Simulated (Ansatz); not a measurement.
The reference is SiC (space group P6_3mc, No. 186; a = 3.095 Å, c = 15.186 Å).

(Cell as relaxed with PBE.)

Levels (all Ansatz, a quantum-chemistry and plane-wave program, PAW, earlier PAW set): PBE (420 eV, spin-orbit coupling left out); PBEsol (420 eV, no spin-orbit coupling).

Each level relaxes its own structure.

```
base                      PBE    PBEsol
-------------------  --------  --------
volume per atom      10.50 Å³  10.34 Å³
lattice parameter a   3.095 Å   3.079 Å
```

One thing is altered: Pb takes the place of C on all its sites; the structure is relaxed again.

| quantity | PBE | PBEsol |
|---|---|---|
| lattice parameter a | 4.439 Å | 4.371 Å |
| c/a ratio | 4.904 | 4.903 |

PBE's lattice parameter a lies 0.0687 Å above PBEsol's (1.6 %). Neither level is exact; PBEsol is the comparison here, not a measurement.

Whether these cells are dynamically stable was not tested. As relaxed here, PbSi is a hypothetical phase, not in the database extracts checked. All final runs are without spin polarisation.
